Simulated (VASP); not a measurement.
# CdS (Fm-3m) in VASP: notebook

The runs below take CdS through single point, with PBEsol.

Everything below comes from runs of VASP 6.6.1. Logs are shortened: lines on timing, memory, paths and dates and some standing lists are left out, and cuts for length are marked.

## Step 1: The structure

It takes space group Fm-3m (No. 225, cubic). Conventional cell: a = 5.506 Å, b = 5.506 Å, c = 5.506 Å, α = 90.00°, β = 90.00°, γ = 90.00°. Cd (site symmetry m-3m) has 6 S at 2.75 Å as nearest neighbours. S (site symmetry m-3m) has 6 Cd at 2.75 Å as nearest neighbours.

Measurements of this composition are mostly on another form, of space group No. 186.

## Step 2: Single point, PBEsol, spin-orbit coupling, no magnetisation

Input file INCAR:

```
PREC     = Accurate       # precision mode
ENCUT    = 350            # plane-wave cutoff, eV
EDIFF    = 1E-7           # SCF threshold, eV
ISMEAR   = 0              # smearing method
SIGMA    = 0.02           # smearing width, eV
LREAL    = False          # projectors in reciprocal space
LASPH    = True           # aspherical terms in the spheres
NELM     = 100            # most SCF steps
ALGO     = Normal         # electronic algorithm
ISIF     = 2              # what is computed and relaxed
LWAVE    = False          # write WAVECAR
LCHARG   = False          # write CHGCAR
MAGMOM   = 0 0 0 0 0 0    # initial moments
LORBIT   = 11             # projections on sites
LSORBIT  = True           # spin-orbit coupling
GGA_COMPAT= False        
GGA      = PS             # functional
NBANDS   = 34             # bands
```

Input file KPOINTS:

```
regular mesh
0
Gamma
  7 7 7
```

Input file POSCAR:

```
CdS
1.0
    0.0000000000      2.7532440000      2.7532440000
    2.7532440000      0.0000000000      2.7532440000
    2.7532440000      2.7532440000      0.0000000000
Cd S
1 1
Direct
    0.0000000000      0.0000000000      0.0000000000
    0.5000000000      0.5000000000      0.5000000000
```

Potentials or basis: VASP PAW PBE potentials, release 64 (Cd, S).

Run with:

```
$ cat potpaw_PBE.64/Cd/POTCAR potpaw_PBE.64/S/POTCAR > POTCAR
$ mpirun -np 1 vasp_ncl > vasp.out
```

OUTCAR:

```text
PREC = Accurate
   ENCUT = 350
   EDIFF = 1E-7
   ISMEAR = 0
   LREAL = False
   LASPH = True
   NELM = 100
   ISIF = 2
   LORBIT = 11
   LSORBIT = True
   GGA = PS

 Found     20 irreducible k-points:

 Following reciprocal coordinates:
            Coordinates               Weight
  0.000000  0.000000  0.000000      1.000000
  0.142857  0.000000  0.000000      8.000000
  0.285714  0.000000  0.000000      8.000000
  0.428571  0.000000  0.000000      8.000000
  0.142857  0.142857  0.000000      6.000000
  0.285714  0.142857  0.000000     24.000000
   k-points           NKPTS =     20   k-points in BZ     NKDIM =     20   number of bands    NBANDS=     34
   number of dos      NEDOS =    301   number of ions     NIONS =      2
   total plane-waves  NPLWV =  13824
   dimension x,y,z NGX =    24 NGY =   24 NGZ =   24
   dimension x,y,z NGXF=    48 NGYF=   48 NGZF=   48
   ions per type =               1   1
   NGX,Y,Z   is equivalent  to a cutoff of  10.25, 10.25, 10.25 a.u.
   NGXF,Y,Z  is equivalent  to a cutoff of  20.49, 20.49, 20.49 a.u.
 SYSTEM =  unknown system
   PREC   = accura    normal or accurate (medium, high low for compatibility)
   ISTART =      0    job   : 0-new  1-cont  2-samecut
   ICHARG =      2    charge: 1-file 2-atom 10-const
   ISPIN  =      1    spin polarized calculation?
   LNONCOLLINEAR =      T non collinear calculations
   LSORBIT =      T    spin-orbit coupling
   LASPH  =      T    aspherical Exc in radial PAW
   ENCUT  =  350.0 eV  25.72 Ry    5.07 a.u.   5.94  5.94  5.94*2*pi/ulx,y,z
   NELM   =    100;   NELMIN=  2; NELMDL= -5     # of ELM steps
   EDIFF  = 0.1E-06   stopping-criterion for ELM
   LREAL  =      F    real-space projection
   EDIFFG = 0.1E-05   stopping-criterion for IOM
   NSW    =      0    number of steps for IOM
   IBRION =     -1    ionic relax: 0-MD 1-quasi-New 2-CG
   NFREE  =      0    steps in history (QN), initial steepest desc. (CG)
   ISIF   =      2    stress and relaxation
   ISYM   =      2    0-nonsym 1-usesym 2-fastsym
   POTIM  = 0.5000    time-step for ionic-motion
   TEBEG  =    0.0;   TEEND  =   0.0 temperature during run
   PSTRESS=    0.0 pullay stress
   NELECT =      18.0000    total number of electrons
   NUPDOWN=      -1.0000    fix difference up-down
   EMIN   =  10.00;   EMAX   =-10.00  energy-range for DOS
   EFERMI =   0.00;   METHOD = LEGACY
   ISMEAR =     0;   SIGMA  =   0.02  broadening in eV -4-tet -1-fermi 0-gaus
   EFERMI_NEDOS =   21; number of points for ismear=-14 and -15
   IALGO  =     38    algorithm
   IMIX   =      4    mixing-type and parameters
     AMIX     =   0.40;   BMIX     =  1.00
     AMIX_MAG =   1.60;   BMIX_MAG =  1.00
  volume/ion in A,a.u.               =      20.87       140.84
  Fermi-wavevector in a.u.,A,eV,Ry     =   1.236833  2.337275 20.813583  1.529755
  Thomas-Fermi vector in A             =   2.371425
   LORBIT       =     11    0 simple, 1 ext, 2 COOP (PROOUT), +10 PAW based schemes
   GGA     = PS    functional components
   LHFCALC =     F    Hartree Fock is set to
   AEXX    =    0.0000 exact exchange contribution
   IVDW    =     0    specifies the selected vdW correction
   LEPSILON=     F    determine dielectric tensor
   LRPA    =     F    only Hartree local field effects (RPA)
 Gauss-broadening in eV      SIGMA  =   0.02
  energy-cutoff  :      350.00
  volume of cell :       41.74
 maximum number of plane-waves:      1264
   NGX = 11   NGY = 11   NGZ = 11

 number of electron      18.0000000 magnetization       0.0000000      0.0000000      0.0000000

 number of electron      18.0000013 magnetization      -0.0000000     -0.0000000      0.0000000

 number of electron      18.0000013 magnetization       0.0000000      0.0000000     -0.0000000

 Free energy of the ion-electron system (eV)
  ---------------------------------------------------
  ext. energy  EPLUGINS =         0.00000000
  ---------------------------------------------------
  free energy    TOTEN  =        -6.64134790 eV

  energy without entropy =       -6.64134790  energy(sigma->0) =       -6.64134790

 E-fermi :   2.7700     XC(G=0): -10.5089

 val. band max:        2.6251846454   @ k =  -0.2857   0.1429   0.0000
 cond. band min:       3.0082910008   @ k =   0.4286   0.4286   0.0000
 fundamental gap:      0.3831063554
 Fermi energy:         2.7700323689

 k-point     1 :       0.0000    0.0000    0.0000
  band No.  band energies     occupation
      1     -10.0655      1.00000
      2     -10.0655      1.00000
      3      -5.3371      1.00000
      4      -5.3371      1.00000
      5      -5.3371      1.00000
      6      -5.3371      1.00000
[... 22 lines left out ...]
     29      13.7088      0.00000
     30      13.7088      0.00000

 k-point     2 :       0.1429    0.0000    0.0000
  band No.  band energies     occupation
      1      -9.8954      1.00000
      2      -9.8954      1.00000
      3      -5.3594      1.00000
      4      -5.3594      1.00000
      5      -5.3396      1.00000
      6      -5.3396      1.00000
[... 22 lines left out ...]
     29      12.8013      0.00000
     30      12.8013      0.00000

 k-point     3 :       0.2857    0.0000    0.0000
  band No.  band energies     occupation
      1      -9.4591      1.00000
      2      -9.4591      1.00000
      3      -5.4233      1.00000
      4      -5.4233      1.00000
      5      -5.3692      1.00000
      6      -5.3692      1.00000
[... 22 lines left out ...]
     29      13.6972      0.00000
     30      13.6972      0.00000

 k-point     4 :       0.4286    0.0000    0.0000
  band No.  band energies     occupation
      1      -9.0272      1.00000
      2      -9.0272      1.00000
      3      -5.4843      1.00000
      4      -5.4843      1.00000
      5      -5.4315      1.00000
      6      -5.4315      1.00000
[... 22 lines left out ...]
     29      15.1833      0.00000
     30      15.1833      0.00000

 k-point     5 :       0.1429    0.1429    0.0000
  band No.  band energies     occupation
      1      -9.8498      1.00000
      2      -9.8498      1.00000
      3      -5.3630      1.00000
      4      -5.3630      1.00000
      5      -5.3343      1.00000
      6      -5.3343      1.00000
[... 22 lines left out ...]
     29      15.0188      0.00000
     30      15.0188      0.00000

 k-point     6 :       0.2857    0.1429    0.0000
  band No.  band energies     occupation
      1      -9.5339      1.00000
      2      -9.5339      1.00000
      3      -5.3873      1.00000
      4      -5.3873      1.00000
      5      -5.3382      1.00000
      6      -5.3382      1.00000
[... 22 lines left out ...]
     29      14.8044      0.00000
     30      14.8044      0.00000

 [... further k-points ...]

 [bands above 30 left out]

------------------------ aborting loop because EDIFF is reached ----------------------------------------

  FORCE on cell =-STRESS in cart. coord.  units (eV):
  Direction    XX          YY          ZZ          XY          YZ          ZX
  --------------------------------------------------------------------------------------
  -------------------------------------------------------------------------------------
  Total       -1.1644825     -1.1644825     -1.1644825      0.0000000      0.0000000      0.0000000
  in kB      -44.6971108    -44.6971108    -44.6971108      0.0000000      0.0000000      0.0000000
  external PRESSURE =     -44.6971108 kB  Pullay stress =       0.0000000 kB

 VOLUME and BASIS-vectors are now :
 -----------------------------------------------------------------------------
  energy-cutoff  :      350.00
  volume of cell :       41.74
      direct lattice vectors                 reciprocal lattice vectors
     0.000000000  2.753244000  2.753244000    -0.181603955  0.181603955  0.181603955
     2.753244000  0.000000000  2.753244000     0.181603955 -0.181603955  0.181603955
     2.753244000  2.753244000  0.000000000     0.181603955  0.181603955 -0.181603955

 POSITION                                       TOTAL-FORCE (eV/Angst)
 -----------------------------------------------------------------------------------
      0.00000      0.00000      0.00000        -0.000000      0.000000     -0.000000
      2.75324      2.75324      2.75324         0.000000     -0.000000      0.000000
 -----------------------------------------------------------------------------------
    total drift:                                0.000000     -0.000000     -0.000000

  FREE ENERGIE OF THE ION-ELECTRON SYSTEM (eV)
  ---------------------------------------------------
  free  energy   TOTEN  =        -6.6413479032 eV

  energy  without entropy=       -6.6413479032  energy(sigma->0) =       -6.64134790

 Spin-Orbit-Coupling matrix elements

 Ion:    1  E_soc:     -0.0525067
 l=   1
     0.0000000    -0.0019287    -0.0019287
    -0.0019287     0.0000000    -0.0019287
    -0.0019287    -0.0019287     0.0000000
 l=   2
     0.0000000    -0.0013814     0.0000000    -0.0013814    -0.0054410
    -0.0013814     0.0000000    -0.0040807    -0.0013814    -0.0013602
     0.0000000    -0.0040807     0.0000000    -0.0040807     0.0000000
    -0.0013814    -0.0013814    -0.0040807     0.0000000    -0.0013602
    -0.0054410    -0.0013602     0.0000000    -0.0013602     0.0000000
 l=   3
     0.0000000     0.0000000     0.0000000     0.0000000     0.0000000     0.0000000     0.0000000
     0.0000000     0.0000000     0.0000000     0.0000000     0.0000000     0.0000000     0.0000000
     0.0000000     0.0000000     0.0000000     0.0000000     0.0000000     0.0000000     0.0000000
     0.0000000     0.0000000     0.0000000     0.0000000     0.0000000     0.0000000     0.0000000
     0.0000000     0.0000000     0.0000000     0.0000000     0.0000000     0.0000000     0.0000000
     0.0000000     0.0000000     0.0000000     0.0000000     0.0000000     0.0000000     0.0000000
     0.0000000     0.0000000     0.0000000     0.0000000     0.0000000     0.0000000     0.0000000

 Ion:    2  E_soc:     -0.0020921
 l=   1
     0.0000000    -0.0003487    -0.0003487
    -0.0003487     0.0000000    -0.0003487
    -0.0003487    -0.0003487     0.0000000
 l=   2
     0.0000000     0.0000000     0.0000000     0.0000000     0.0000000
     0.0000000     0.0000000     0.0000000     0.0000000     0.0000000
     0.0000000     0.0000000     0.0000000     0.0000000     0.0000000
     0.0000000     0.0000000     0.0000000     0.0000000     0.0000000
     0.0000000     0.0000000     0.0000000     0.0000000     0.0000000
 l=   3
     0.0000000     0.0000000     0.0000000     0.0000000     0.0000000     0.0000000     0.0000000
     0.0000000     0.0000000     0.0000000     0.0000000     0.0000000     0.0000000     0.0000000
     0.0000000     0.0000000     0.0000000     0.0000000     0.0000000     0.0000000     0.0000000
     0.0000000     0.0000000     0.0000000     0.0000000     0.0000000     0.0000000     0.0000000
     0.0000000     0.0000000     0.0000000     0.0000000     0.0000000     0.0000000     0.0000000
     0.0000000     0.0000000     0.0000000     0.0000000     0.0000000     0.0000000     0.0000000
     0.0000000     0.0000000     0.0000000     0.0000000     0.0000000     0.0000000     0.0000000

 total charge

# of ion       s       p       d       tot
------------------------------------------
    1        0.378   0.244   9.562  10.183
    2        1.335   2.332   0.000   3.667
--------------------------------------------------
tot          1.713   2.576   9.562  13.850

 magnetization (x)

# of ion       s       p       d       tot
------------------------------------------
    1       -0.000   0.000   0.000  -0.000
    2       -0.000   0.000   0.000  -0.000
--------------------------------------------------
tot         -0.000   0.000   0.000  -0.000

 magnetization (y)

# of ion       s       p       d       tot
------------------------------------------
    1        0.000   0.000   0.000   0.000
    2       -0.000  -0.000   0.000  -0.000
--------------------------------------------------
tot         -0.000  -0.000   0.000  -0.000

 magnetization (z)

# of ion       s       p       d       tot
------------------------------------------
    1        0.000   0.000   0.000   0.000
    2       -0.000   0.000   0.000  -0.000
--------------------------------------------------
tot         -0.000   0.000   0.000  -0.000
```

Wall time 31 s (1 thread of Intel Xeon Platinum 8175M at 2.50GHz (Skylake/Cascade Lake), shared host); peak memory 0.2 GiB.

These settings aren't checked as converged: the numbers below hold their error.

What came out:

| Property | Result |
| --- | --- |
| Free energy | -6.6413 eV |
| Pressure | -4.5 GPa |
| Valence electrons inside the program's atomic spheres | Cd 10.18; S 3.67 |

Caveat: the PAW data sets were made with another functional, which shifts forces and pressure a little.

## Step 3: Single point, PBEsol, spin-orbit coupling, no magnetisation

INCAR, as its differences from that of step 2:

```diff
@@ -2,3 +2,3 @@
 ENCUT    = 350            # plane-wave cutoff, eV
-EDIFF    = 1E-7           # SCF threshold, eV
+EDIFF    = 1E-4           # SCF threshold, eV
 ISMEAR   = 0              # smearing method
```

KPOINTS is that of step 2.

POSCAR is that of step 2.

Potentials or basis: VASP PAW PBE potentials, release 64 (Cd, S).

Run with:

```
$ cat potpaw_PBE.64/Cd/POTCAR potpaw_PBE.64/S/POTCAR > POTCAR
$ mpirun -np 1 vasp_ncl > vasp.out
```

OUTCAR:

```text
PREC = Accurate
   ENCUT = 350
   EDIFF = 1E-4
   ISMEAR = 0
   LREAL = False
   LASPH = True
   NELM = 100
   ISIF = 2
   LORBIT = 11
   LSORBIT = True
   GGA = PS

 Found     20 irreducible k-points:

 Following reciprocal coordinates:
            Coordinates               Weight
  0.000000  0.000000  0.000000      1.000000
  0.142857  0.000000  0.000000      8.000000
  0.285714  0.000000  0.000000      8.000000
  0.428571  0.000000  0.000000      8.000000
  0.142857  0.142857  0.000000      6.000000
  0.285714  0.142857  0.000000     24.000000
   k-points           NKPTS =     20   k-points in BZ     NKDIM =     20   number of bands    NBANDS=     34
   number of dos      NEDOS =    301   number of ions     NIONS =      2
   total plane-waves  NPLWV =  13824
   dimension x,y,z NGX =    24 NGY =   24 NGZ =   24
   dimension x,y,z NGXF=    48 NGYF=   48 NGZF=   48
   ions per type =               1   1
   NGX,Y,Z   is equivalent  to a cutoff of  10.25, 10.25, 10.25 a.u.
   NGXF,Y,Z  is equivalent  to a cutoff of  20.49, 20.49, 20.49 a.u.
 SYSTEM =  unknown system
   PREC   = accura    normal or accurate (medium, high low for compatibility)
   ISTART =      0    job   : 0-new  1-cont  2-samecut
   ICHARG =      2    charge: 1-file 2-atom 10-const
   ISPIN  =      1    spin polarized calculation?
[... 315 lines left out ...]
     0.0000000     0.0000000     0.0000000     0.0000000     0.0000000     0.0000000     0.0000000
     0.0000000     0.0000000     0.0000000     0.0000000     0.0000000     0.0000000     0.0000000
     0.0000000     0.0000000     0.0000000     0.0000000     0.0000000     0.0000000     0.0000000
     0.0000000     0.0000000     0.0000000     0.0000000     0.0000000     0.0000000     0.0000000

 Ion:    2  E_soc:     -0.0020914
 l=   1
     0.0000000    -0.0003486    -0.0003486
    -0.0003486     0.0000000    -0.0003486
    -0.0003486    -0.0003486     0.0000000
 l=   2
     0.0000000     0.0000000     0.0000000     0.0000000     0.0000000
     0.0000000     0.0000000     0.0000000     0.0000000     0.0000000
     0.0000000     0.0000000     0.0000000     0.0000000     0.0000000
     0.0000000     0.0000000     0.0000000     0.0000000     0.0000000
     0.0000000     0.0000000     0.0000000     0.0000000     0.0000000
 l=   3
     0.0000000     0.0000000     0.0000000     0.0000000     0.0000000     0.0000000     0.0000000
     0.0000000     0.0000000     0.0000000     0.0000000     0.0000000     0.0000000     0.0000000
     0.0000000     0.0000000     0.0000000     0.0000000     0.0000000     0.0000000     0.0000000
     0.0000000     0.0000000     0.0000000     0.0000000     0.0000000     0.0000000     0.0000000
     0.0000000     0.0000000     0.0000000     0.0000000     0.0000000     0.0000000     0.0000000
     0.0000000     0.0000000     0.0000000     0.0000000     0.0000000     0.0000000     0.0000000
     0.0000000     0.0000000     0.0000000     0.0000000     0.0000000     0.0000000     0.0000000

 total charge

# of ion       s       p       d       tot
------------------------------------------
    1        0.378   0.244   9.562  10.183
    2        1.335   2.331   0.000   3.666
--------------------------------------------------
tot          1.713   2.575   9.562  13.850

 magnetization (x)

# of ion       s       p       d       tot
------------------------------------------
    1       -0.000   0.000   0.000  -0.000
    2        0.000  -0.000   0.000  -0.000
--------------------------------------------------
tot         -0.000  -0.000   0.000  -0.000

 magnetization (y)

# of ion       s       p       d       tot
------------------------------------------
    1        0.000   0.000  -0.000   0.000
    2       -0.000   0.000   0.000  -0.000
--------------------------------------------------
tot          0.000   0.000  -0.000   0.000

 magnetization (z)

# of ion       s       p       d       tot
------------------------------------------
    1       -0.000   0.000  -0.000  -0.000
    2       -0.000  -0.000   0.000  -0.000
--------------------------------------------------
tot         -0.000   0.000  -0.000  -0.000
```

Run time: 23 s. Hardware: 1 thread of Intel Xeon Platinum 8175M at 2.50GHz (Skylake/Cascade Lake), shared host; peak memory 0.2 GiB.

The run converged, but some of its settings lie outside the range that counts as converged, so its numbers aren't taken as properties of the crystal.

What came out:

| Item | Value |
| --- | --- |
| Free energy | -6.6413 eV |
| Pressure | -4.3 GPa |
| Valence electrons inside the program's atomic spheres | Cd 10.18; S 3.67 |

Caveat: the PAW data sets were made with another functional, which shifts forces and pressure a little.

## Step 4: The reference run

An earlier run on the cell as given: functional PBE; potentials or basis VASP PAW PBE potentials, release 64 (Cd, S); cutoff 520 eV; k mesh 8 × 8 × 8; occupations fermi-dirac, width 0.05 eV; no spin polarisation.

* Pressure: -0.1 GPa
* Band gap on the k mesh: 0.26 eV, indirect (least direct gap 1.53 eV)
